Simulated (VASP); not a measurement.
# Mo (Im-3m) in VASP: notebook

Runs on Mo. Level: PBE. Tasks: relaxation of cell and atoms.

Everything below comes from runs of VASP 6.6.1. Logs are shortened: lines on timing, memory, paths and dates and some standing lists are left out, and cuts for length are marked.

### 1 The structure

The structure is cubic, space group Im-3m (No. 229). Conventional cell: a = 3.147 Å, b = 3.147 Å, c = 3.147 Å, α = 90.00°, β = 90.00°, γ = 90.00°. Mo (site symmetry m-3m) has 8 Mo at 2.73 Å as nearest neighbours.

### 2 Relaxation of cell and atoms, PBE

Input file INCAR:

```
SYSTEM = Mo
PREC = Accurate
ENCUT = 520
EDIFF = 1E-7
ISMEAR = 0
SIGMA = 0.1
LREAL = .FALSE.
LASPH = .TRUE.
NELM = 60
ALGO = Normal
ISIF = 3
LWAVE = .FALSE.
LCHARG = .FALSE.
GGA = PE
IBRION = 2
NSW = 80
EDIFFG = -0.002
```

Input file KPOINTS:

```
Automatic mesh
0
G
  18 18 18
  0 0 0
```

Input file POSCAR:

```
Mo
1.0
   -1.5734150000      1.5734150000      1.5734150000
    1.5734150000     -1.5734150000      1.5734150000
    1.5734150000      1.5734150000     -1.5734150000
Mo
1
Direct
    0.0000000000      0.0000000000      0.0000000000
```

Potentials or basis: VASP PAW PBE potentials, release 64 (Mo_sv).

Run with:

```bash
cat potpaw_PBE.64/Mo_sv/POTCAR > POTCAR
mpirun -np 1 vasp_std > vasp.out
```

OUTCAR:

```text
SYSTEM = Mo
   PREC = Accurate
   ENCUT = 520
   EDIFF = 1E-7
   ISMEAR = 0
   LREAL = .FALSE.
   LASPH = .TRUE.
   NELM = 60
   ISIF = 3
   GGA = PE
   IBRION = 2
   NSW = 80
   EDIFFG = -0.002

 ion  position               nearest neighbor table
   1  0.000  0.000  0.000-

  LATTYP: Found a body centered cubic cell.
 ALAT       =     3.1468300000

  Lattice vectors:

 A1 = (  -1.5734150000,   1.5734150000,   1.5734150000)
 A2 = (   1.5734150000,  -1.5734150000,   1.5734150000)
 A3 = (   1.5734150000,   1.5734150000,  -1.5734150000)

Analysis of symmetry for initial positions (statically):
=====================================================================
 Subroutine PRICEL returns:
 Original cell was already a primitive cell.

 Routine SETGRP: Setting up the symmetry group for a
 body centered cubic supercell.

 Subroutine GETGRP returns: Found 48 space group operations
 (whereof 48 operations were pure point group operations)
 out of a pool of 48 trial point group operations.

The static configuration has the point symmetry O_h .

Analysis of symmetry for dynamics (positions and initial velocities):
=====================================================================
 Subroutine PRICEL returns:
 Original cell was already a primitive cell.

 Routine SETGRP: Setting up the symmetry group for a
 body centered cubic supercell.

 Subroutine GETGRP returns: Found 48 space group operations
 (whereof 48 operations were pure point group operations)
 out of a pool of 48 trial point group operations.

The dynamic configuration has the point symmetry O_h .

 Subroutine INISYM returns: Found 48 space group operations
 (whereof 48 operations are pure point group operations),
 and found     1 'primitive' translations

----------------------------------------------------------------------------------------

                                     Primitive cell

  volume of cell :      15.5808

  direct lattice vectors                    reciprocal lattice vectors
    -1.573415000  1.573415000  1.573415000     0.000000000  0.317780115  0.317780115
     1.573415000 -1.573415000  1.573415000     0.317780115  0.000000000  0.317780115
     1.573415000  1.573415000 -1.573415000     0.317780115  0.317780115  0.000000000

  length of vectors
     2.725234721  2.725234721  2.725234721     0.449408949  0.449408949  0.449408949

  position of ions in fractional coordinates (direct lattice)
     0.000000000  0.000000000  0.000000000

  ion indices of the primitive-cell ions
   primitive index   ion index
                 1           1

----------------------------------------------------------------------------------------

 KPOINTS: Automatic mesh

Automatic generation of k-mesh.
 Grid dimensions read from file:
 generate k-points for:   18   18   18

 Generating k-lattice:

  Cartesian coordinates                     Fractional coordinates (reciprocal lattice)
     0.000000000  0.017654451  0.017654451     0.055555556  0.000000000  0.000000000
     0.017654451  0.000000000  0.017654451     0.000000000  0.055555556  0.000000000
     0.017654451  0.017654451  0.000000000     0.000000000  0.000000000  0.055555556

  Length of vectors
     0.024967164  0.024967164  0.024967164

  Shift w.r.t. Gamma in fractional coordinates (k-lattice)
     0.000000000  0.000000000  0.000000000

 Subroutine IBZKPT returns following result:
 ===========================================

 Found    195 irreducible k-points:

 Following reciprocal coordinates:
            Coordinates               Weight
  0.000000  0.000000  0.000000      1.000000
  0.055556  0.000000  0.000000     12.000000
  0.111111  0.000000  0.000000     12.000000
  0.166667  0.000000  0.000000     12.000000
  0.222222  0.000000  0.000000     12.000000
  0.277778  0.000000  0.000000     12.000000
[... 16 lines left out ...]
  0.333333  0.111111 -0.000000     48.000000
  0.388889  0.111111  0.000000     48.000000
 [... further k-points ...]
   k-points           NKPTS =    195   k-points in BZ     NKDIM =    195   number of bands    NBANDS=     11
   number of dos      NEDOS =    301   number of ions     NIONS =      1
   total plane-waves  NPLWV =   8000
   dimension x,y,z NGX =    20 NGY =   20 NGZ =   20
   dimension x,y,z NGXF=    40 NGYF=   40 NGZF=   40
   ions per type =               1
   NGX,Y,Z   is equivalent  to a cutoff of  12.20, 12.20, 12.20 a.u.
   NGXF,Y,Z  is equivalent  to a cutoff of  24.40, 24.40, 24.40 a.u.
 SYSTEM =  Mo
   PREC   = accura    normal or accurate (medium, high low for compatibility)
   ISTART =      0    job   : 0-new  1-cont  2-samecut
   ICHARG =      2    charge: 1-file 2-atom 10-const
   ISPIN  =      1    spin polarized calculation?
   LNONCOLLINEAR =      F non collinear calculations
   LSORBIT =      F    spin-orbit coupling
   LASPH  =      T    aspherical Exc in radial PAW
   ENCUT  =  520.0 eV  38.22 Ry    6.18 a.u.   5.07  5.07  5.07*2*pi/ulx,y,z
   NELM   =     60;   NELMIN=  2; NELMDL= -5     # of ELM steps
   EDIFF  = 0.1E-06   stopping-criterion for ELM
   LREAL  =      F    real-space projection
   EDIFFG = -.2E-02   stopping-criterion for IOM
   NSW    =     80    number of steps for IOM
   IBRION =      2    ionic relax: 0-MD 1-quasi-New 2-CG
   NFREE  =      1    steps in history (QN), initial steepest desc. (CG)
   ISIF   =      3    stress and relaxation
   ISYM   =      2    0-nonsym 1-usesym 2-fastsym
   POTIM  = 0.5000    time-step for ionic-motion
   TEBEG  =    0.0;   TEEND  =   0.0 temperature during run
   PSTRESS=    0.0 pullay stress
   NELECT =      14.0000    total number of electrons
   NUPDOWN=      -1.0000    fix difference up-down
   EMIN   =  10.00;   EMAX   =-10.00  energy-range for DOS
   EFERMI =   0.00;   METHOD = LEGACY
   ISMEAR =     0;   SIGMA  =   0.10  broadening in eV -4-tet -1-fermi 0-gaus
   EFERMI_NEDOS =   21; number of points for ismear=-14 and -15
   IALGO  =     38    algorithm
   IMIX   =      4    mixing-type and parameters
     AMIX     =   0.40;   BMIX     =  1.00
     AMIX_MAG =   1.60;   BMIX_MAG =  1.00
  volume/ion in A,a.u.               =      15.58       105.14
  Fermi-wavevector in a.u.,A,eV,Ry     =   1.579747  2.985289 33.954710  2.495601
  Thomas-Fermi vector in A             =   2.680079
   LORBIT       =      0    0 simple, 1 ext, 2 COOP (PROOUT), +10 PAW based schemes
   GGA     = PE    functional components
   LHFCALC =     F    Hartree Fock is set to
   AEXX    =    0.0000 exact exchange contribution
   IVDW    =     0    specifies the selected vdW correction
   LEPSILON=     F    determine dielectric tensor
   LRPA    =     F    only Hartree local field effects (RPA)
 conjugate gradient relaxation of ions
 non-spin polarized calculation
 Gauss-broadening in eV      SIGMA  =   0.10
  energy-cutoff  :      520.00
  volume of cell :       15.58
 maximum number of plane-waves:       432
   NGX = 11   NGY = 11   NGZ = 11

--------------------------------------- Ionic step        1  -------------------------------------------

 number of electron      14.0000001 magnetization

 Free energy of the ion-electron system (eV)
  ---------------------------------------------------
  ext. energy  EPLUGINS =         0.00000000
  ---------------------------------------------------
  free energy    TOTEN  =       -10.93204067 eV

  energy without entropy =      -10.92954842  energy(sigma->0) =      -10.93079455

------------------------ aborting loop because EDIFF is reached ----------------------------------------

  FORCE on cell =-STRESS in cart. coord.  units (eV):
  Direction    XX          YY          ZZ          XY          YZ          ZX
  --------------------------------------------------------------------------------------
  -------------------------------------------------------------------------------------
  Total        0.3888254      0.3888254      0.3888254     -0.0000000      0.0000000      0.0000000
  in kB       39.9830033     39.9830033     39.9830033     -0.0000000      0.0000000      0.0000000
  external PRESSURE =      39.9830033 kB  Pullay stress =       0.0000000 kB

 VOLUME and BASIS-vectors are now :
 -----------------------------------------------------------------------------
  energy-cutoff  :      520.00
  volume of cell :       15.58
      direct lattice vectors                 reciprocal lattice vectors
    -1.573415000  1.573415000  1.573415000     0.000000000  0.317780115  0.317780115
     1.573415000 -1.573415000  1.573415000     0.317780115  0.000000000  0.317780115
     1.573415000  1.573415000 -1.573415000     0.317780115  0.317780115  0.000000000
[... 71 lines left out ...]
 POSITION                                       TOTAL-FORCE (eV/Angst)
 -----------------------------------------------------------------------------------
      0.00000      0.00000      0.00000        -0.000000      0.000000     -0.000000
 -----------------------------------------------------------------------------------
    total drift:                                0.000000     -0.000000      0.000000

  FREE ENERGIE OF THE ION-ELECTRON SYSTEM (eV)
  ---------------------------------------------------
  free  energy   TOTEN  =       -10.9349087173 eV

  energy  without entropy=      -10.9322292489  energy(sigma->0) =      -10.93356898

--------------------------------------- Ionic step        4  -------------------------------------------

 number of electron      14.0000004 magnetization

 Free energy of the ion-electron system (eV)
  ---------------------------------------------------
  ext. energy  EPLUGINS =         0.00000000
  ---------------------------------------------------
  free energy    TOTEN  =       -10.93490950 eV

  energy without entropy =      -10.93223378  energy(sigma->0) =      -10.93357164

 E-fermi :  12.4251     XC(G=0): -13.3253

 val. band max:       12.4034128548   @ k =   0.3889   0.1111   0.0000
 cond. band min:      12.4293820840   @ k =  -0.3889   0.4444   0.2778
 fundamental gap:      0.0259692292
 Fermi energy:        12.4250642798

 k-point     1 :       0.0000    0.0000    0.0000
  band No.  band energies     occupation
      1     -48.8717      2.00000
      2     -22.1642      2.00000
      3     -22.1642      2.00000
      4     -22.1642      2.00000
      5       5.2107      2.00000
      6      11.0660      2.00000
      7      11.0660      2.00000
      8      11.0660      2.00000
      9      14.0491      0.00000
     10      14.0491      0.00000
     11      27.2222      0.00000

 k-point     2 :       0.0556    0.0000    0.0000
  band No.  band energies     occupation
      1     -48.8642      2.00000
      2     -22.2078      2.00000
      3     -22.1777      2.00000
      4     -22.1645      2.00000
      5       5.3461      2.00000
      6      10.9898      2.00000
      7      11.0540      2.00000
      8      11.1923      2.00000
      9      13.9358      0.00000
     10      14.0510      0.00000
     11      27.3238      0.00000
[... 295 lines left out ...]
 k-point    24 :       0.3889    0.1111    0.0000
  band No.  band energies     occupation
      1     -48.6191      2.00000
      2     -23.4300      2.00000
      3     -22.6326      2.00000
      4     -22.2335      2.00000
      5       7.5601      2.00000
      6       9.2151      2.00000
      7      12.4034      1.24055
      8      13.9487      0.00000
      9      15.0637      0.00000
     10      17.7132      0.00000
     11      23.9660      0.00000

 [... further k-points ...]

------------------------ aborting loop because EDIFF is reached ----------------------------------------

  FORCE on cell =-STRESS in cart. coord.  units (eV):
  Direction    XX          YY          ZZ          XY          YZ          ZX
  --------------------------------------------------------------------------------------
  -------------------------------------------------------------------------------------
  Total        0.0019786      0.0019786      0.0019786     -0.0000000     -0.0000000      0.0000000
  in kB        0.2004625      0.2004625      0.2004625     -0.0000000     -0.0000000      0.0000000
  external PRESSURE =       0.2004625 kB  Pullay stress =       0.0000000 kB

 VOLUME and BASIS-vectors are now :
 -----------------------------------------------------------------------------
  energy-cutoff  :      520.00
  volume of cell :       15.81
      direct lattice vectors                 reciprocal lattice vectors
    -1.581214603  1.581214603  1.581214603     0.000000000  0.316212612  0.316212612
     1.581214603 -1.581214603  1.581214603     0.316212612  0.000000000  0.316212612
     1.581214603  1.581214603 -1.581214603     0.316212612  0.316212612  0.000000000

 POSITION                                       TOTAL-FORCE (eV/Angst)
 -----------------------------------------------------------------------------------
      0.00000      0.00000      0.00000         0.000000     -0.000000      0.000000
 -----------------------------------------------------------------------------------
    total drift:                                0.000000     -0.000000      0.000000

  FREE ENERGIE OF THE ION-ELECTRON SYSTEM (eV)
  ---------------------------------------------------
  free  energy   TOTEN  =       -10.9349094960 eV

  energy  without entropy=      -10.9322337835  energy(sigma->0) =      -10.93357164

 reached required accuracy - stopping structural energy minimisation
```

Wall time 48 s (1 thread of Intel Xeon Platinum 8259CL at 2.50GHz (Skylake/Cascade Lake), shared host); peak memory 0.15 GiB.

Results:

```
Free energy                            : -10.9349 eV
Relaxed volume                         : 15.81 Å³/atom
Relaxed cell                           : a = 2.739 Å, b = 2.739 Å, c = 2.739 Å, α = 109.47°, β = 109.47°, γ = 109.47°
Space group after relaxing (to 0.05 Å) : Im-3m (No. 229)
Energy gained by relaxing              : 2.9 meV/atom
Ionic steps                            : 4
Pressure after relaxing                : 0.0 GPa
Band gap on the k mesh                 : none (metal or under the smearing width)
```

The path:
```tsv
step	energy change (eV)	largest force (eV/Å)	pressure (GPa)	volume (Å³)
1	0.0000	0.0000	4.00	15.58
2	0.0178	0.0000	-9.69	16.47
3	-0.0029	0.0000	-0.06	15.82
4	-0.0029	0.0000	0.02	15.81
```

Final structure:
```cif
data_structure
_symmetry_space_group_name_H-M 'P 1'
_symmetry_Int_Tables_number 1
_cell_length_a 2.7387
_cell_length_b 2.7387
_cell_length_c 2.7387
_cell_angle_alpha 109.471
_cell_angle_beta 109.471
_cell_angle_gamma 109.471
_cell_volume 15.81
loop_
_atom_site_label
_atom_site_type_symbol
_atom_site_fract_x
_atom_site_fract_y
_atom_site_fract_z
_atom_site_occupancy
Mo1 Mo 0.00000 0.00000 0.00000 1
```

PBE usually gives volumes a little too large and moduli too small. Zero-point motion and thermal expansion aren't in these numbers.

[end of part 1 of 2]
